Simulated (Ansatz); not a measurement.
**How far is PAW off for MgS?**

```
Mg S
1.0
     0.00000    2.60165    2.57563
     2.60165    0.00000    2.57563
     2.60165    2.60165    0.00000
Mg S
1 1
Cartesian
  0.0000 0.0000 0.0000
  2.6016 2.6016 2.5756
```

Atom numbers follow the list: Mg1, S2.

The conventional cell has a = 3.679 Å, b = 3.679 Å, c = 5.151 Å, α = 90.00°, β = 90.00°, γ = 90.00°. Around Mg (atom 1) lie 6 S at 2.58 to 2.60 Å. Around S (atom 2) lie 6 Mg at 2.58 to 2.60 Å.

The cell is COD entry 9008672, as deposited and not checked against the literature; nothing was relaxed. The listed cell was then made from it by scaling, straining or moving an atom.

Methods: DFT, PBE, PAW with Ansatz's default frozen-core files, scalar-relativistic (Ansatz 0.2.0); DFT, PBE, all-electron PAW with datasets made for the crystal, scalar-relativistic (Ansatz 0.2.0); DFT, PBE, all-electron LAPW, scalar-relativistic (Ansatz 0.2.0).

For PAW: a Γ-centred 8×8×8 k mesh, Fermi–Dirac smearing of 0.01 eV, cutoff 420 eV, no spin polarisation. The crystal-made all-electron datasets (AE datasets) take a cutoff of 200 eV at this cell. LAPW targets a basis error of 0.25 meV/atom. The Ansatz runs share mesh, smearing and spin set-up. Plane-wave (PAW) pressures include the program's estimate of the Pulay term.

Stress and pressure are positive in compression.

| quantity | PAW | AE datasets | LAPW |
| --- | --- | --- | --- |
| pressure (GPa) | 1.99 | 1.97 | 1.97 |
| stress xx (GPa) | 1.61 | 1.59 | 1.59 |
| stress zz (GPa) | 2.75 | 2.74 | 2.74 |
| band gap (eV) | 2.763 | 2.759 | 2.759 |
| field gradient Vzz at Mg1 (10²¹ V/m²) | -0.17 | -0.18 | – |
| field gradient Vzz at S2 (10²¹ V/m²) | -0.07 | -0.07 | – |

PAW's pressure differs from the LAPW value by about 0.01 GPa or less.
